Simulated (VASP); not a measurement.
# NaH: GW0, energies updated in G, by functional

NaH, Fm-3m (no. 225), 2 atoms in the cell.

| Functional | Quasiparticle gap on the mesh (eV) | Gap of the starting point on the mesh (eV) | Quasiparticle gap at the zone centre (eV) | Starting gap at the zone centre (eV) | Correction of the gap between the band edges on the mesh (eV) | Time (s) |
|---|---|---|---|---|---|---|
| LDA | 6.47 | 3.36 | 16.90 | 13.84 | 3.11 | 81 |
| PBE | 6.65 | 3.71 | 17.20 | 13.71 | 2.94 | 80 |
| PBEsol | 6.58 | 3.55 | 17.05 | 13.82 | 3.03 | 86 |
| r2SCAN | 6.94 | 4.13 | 17.65 | 14.59 | 2.81 | 86 |
| HSE06 | 7.13 | 4.79 | 17.89 | 15.61 | 2.34 | 150 |
| PBE0 | 7.39 | 5.52 | 18.23 | 16.41 | 1.86 | 128 |
| HSE03 | 7.06 | 4.55 | 17.79 | 15.23 | 2.51 | 164 |
| HF | 9.01 | 11.68 | 20.45 | 24.29 | -2.67 | 192 |

Limits: the mesh is coarse: the screening isn't converged, and the gap may still move by about 0.1 eV.

## Input of the first row

INCAR.step1:
```
ALGO = Normal ; EDIFF = 1E-8
ENCUT = 450 ; GGA = CA
ISMEAR = 0 ; KPAR = 4
LASPH = True ; LCHARG = False
LREAL = False ; LWAVE = True
NELM = 150 ; PREC = Accurate
SIGMA = 0.05
```

INCAR.step2, as INCAR.step1 but for:
```
- ALGO = Normal
- NELM = 150
+ ALGO = Exact
+ ISTART = 1
+ LOPTICS = True
+ NBANDS = 188
+ NELM = 1
```

INCAR.step3:
```
ALGO = EVGW0 ; ENCUT = 450
ENCUTGW = 200 ; GGA = CA
ISMEAR = 0 ; ISTART = 1
KPAR = 4 ; LASPH = True
LCHARG = False ; LREAL = False
LWAVE = False ; NBANDS = 188
NBANDSGW = 13 ; NELMGW = 4
NOMEGA = 48 ; PREC = Accurate
PRECFOCK = Fast ; SIGMA = 0.05
```

KPOINTS:
```
k-points
0
Gamma
  4 4 4
```

POSCAR:
```
NaH
1.0
    0.0000000000      2.4400000000      2.4400000000
    2.4400000000      0.0000000000      2.4400000000
    2.4400000000      2.4400000000      0.0000000000
Na H
1 1
Direct
    0.0000000000      0.0000000000      0.0000000000
    0.5000000000      0.5000000000      0.5000000000
```

Commands (each step's output is kept before the next begins):
```
cat potpaw_LDA.64/Na_sv_GW/POTCAR potpaw_LDA.64/H_GW/POTCAR > POTCAR
cp INCAR.step1 INCAR
mpirun -np 4 vasp_std > vasp.out
cp INCAR.step2 INCAR
mpirun -np 4 vasp_std > vasp.out
cp INCAR.step3 INCAR
mpirun -np 4 vasp_std > vasp.out
```

Changes of row 4 against the first:
```
(all steps)
- GGA = CA
+ METAGGA = R2SCAN
+ LMIXTAU = True
- cat potpaw_LDA.64/Na_sv_GW/POTCAR potpaw_LDA.64/H_GW/POTCAR > POTCAR
+ cat potpaw_PBE.64/Na_sv_GW/POTCAR potpaw_PBE.64/H_GW/POTCAR > POTCAR
```

VASP 6.6.1 took 81 s on 4 cores (Intel Xeon 6975P-C (Granite Rapids)), a shared host.
